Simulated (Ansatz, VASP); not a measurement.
I in VASP and in Ansatz

INCAR

```
  ALGO = Normal
  EDIFF = 1E-7
  ENCUT = 550
  GGA = RP
  ISIF = 2
  ISMEAR = 0
  LASPH = True
  LCHARG = False
  LREAL = False
  LWAVE = False
  NELM = 80
  PREC = Accurate
  SIGMA = 0.05
```

The input KPOINTS:

```
k-points
0
Gamma
  9 9 9
```

The input POSCAR:

```
I
1.0
    0.0000000000      2.3656004428      3.9098401324
    2.1922454667      0.0000000000      3.9098401324
    2.1922454667      2.3656004428      0.0000000000
I
1
Cartesian
    0.0000000000      0.0000000000      0.0000000000
```

File input.yaml:

```yaml
crystal:
  lattice:
    - [0.0, 2.3656004428, 3.9098401324]
    - [2.1922454667, 0.0, 3.9098401324]
    - [2.1922454667, 2.3656004428, 0.0]
  atoms:
    - { symbol: I, position: [0.0, 0.0, 0.0] }
hamiltonian:
  xc: rpbe
  pseudopotentials: { kind: paw }
kpoints:
  mp_grid: { grid: [9, 9, 9] }
scf:
  occupations: { method: gaussian, width: 0.05 }
output:
  forces: true
  stress: true
  eigenvalues: true
```

Alike in both runs: task single point; functional RPBE; k mesh 9 × 9 × 9; occupations gaussian, width 0.05 eV; no spin polarisation.

|  | VASP | Ansatz |
| --- | --- | --- |
| version | VASP 6.6.1 | Ansatz 0.2.0 |
| potentials or method | VASP PAW PBE potentials, release 64 (I_GW) | Ansatz PAW |
| plane-wave cutoff (eV) | 550 | 420 |
| valence electrons in the cell | 7 | 17 |

|  | VASP | Ansatz | Ansatz less VASP |
| --- | --- | --- | --- |
| gap on the k mesh at the Fermi level (eV) | none | none | - |
| pressure (GPa) | 1.7 | 1.8 | +0.10 |
| largest component of the traceless stress (GPa) | 0.34 | 0.24 | -0.099 |

A gap of «none» marks a metal or a gap that the smearing closes. The two sets of potentials don't hold the same shells in valence.

Caveats: an odd number of electrons without spin polarisation forces a metal; a magnetic or distorted state may lie lower; the PAW data sets were made with another functional, which shifts forces and pressure a little (VASP); the PAW data sets come from PBE, with cores solved anew for the run's functional, which leaves a small shift of forces and pressure (Ansatz). The runs have no spin-orbit coupling, so splittings on I are missing.
